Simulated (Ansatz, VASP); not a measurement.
Al: VASP beside Ansatz

```
Al
1.0
     0.00000    1.99133    1.99133
     1.99133    0.00000    1.99133
     1.99133    1.99133    0.00000
Al
1
Direct
  0.00000 0.00000 0.00000
```

Alike in both runs: functional PBE; dispersion D4; k mesh 14 × 14 × 14; occupations gaussian, width 0.1 eV; no spin polarisation.

Ansatz relaxed the structure, and its values are those at the end. VASP's run is a single point on that final structure, the one shown.

|  | VASP | Ansatz |
| --- | --- | --- |
| version | VASP 6.6.1 | Ansatz 0.2.0 |
| potentials or method | VASP PAW PBE potentials, release 64 (Al) | plane waves, PAW |
| plane-wave cutoff (eV) | 520 | 420 |
| valence electrons in the cell | 3 | 3 |

|  | VASP | Ansatz | Ansatz less VASP |
| --- | --- | --- | --- |
| pressure (GPa) | -0.1 | 0.0 | +0.04 |
| dispersion energy (meV/atom) | -358.6 | -358.7 | -0.12 |

Caveats: pairwise dispersion overbinds metals, which lowers pressure and volume.
